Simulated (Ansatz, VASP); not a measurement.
K in VASP and in Ansatz

```
CELL_PARAMETERS angstrom
6.23168 -4.83746 0.00000
6.23168 4.83746 0.00000
0.00000 0.00000 9.76991
ATOMIC_POSITIONS crystal
K 0.75021 0.75021 0.50000
K 0.24979 0.24979 0.50000
K 0.24962 0.75038 0.25023
K 0.74962 0.25038 0.24977
K 0.74979 0.74979 0.00000
K 0.25021 0.25021 0.00000
K 0.25038 0.74962 0.75023
K 0.75038 0.24962 0.74977
```

Alike in both runs: functional PBE; k mesh 6 × 6 × 4; occupations gaussian, width 0.1 eV; no spin polarisation.

Ansatz relaxed the structure, and its values are those at the end. VASP's run is a single point on that final structure, the one shown.

|  | VASP | Ansatz |
| --- | --- | --- |
| version | VASP 6.6.1 | Ansatz 0.2.0 |
| potentials or method | VASP PAW PBE potentials, release 64 (K_sv) | scalar-relativistic, plane waves, PAW |
| plane-wave cutoff (eV) | 520 | 420 |
| valence electrons in the cell | 72 | 72 |

```tsv
	VASP	Ansatz	Ansatz less VASP
gap on the k mesh at the Fermi level (eV)	none	none	-
pressure (GPa)	0.0	0.0	+0.01
```

A gap of «none» marks a metal or a gap that the smearing closes.
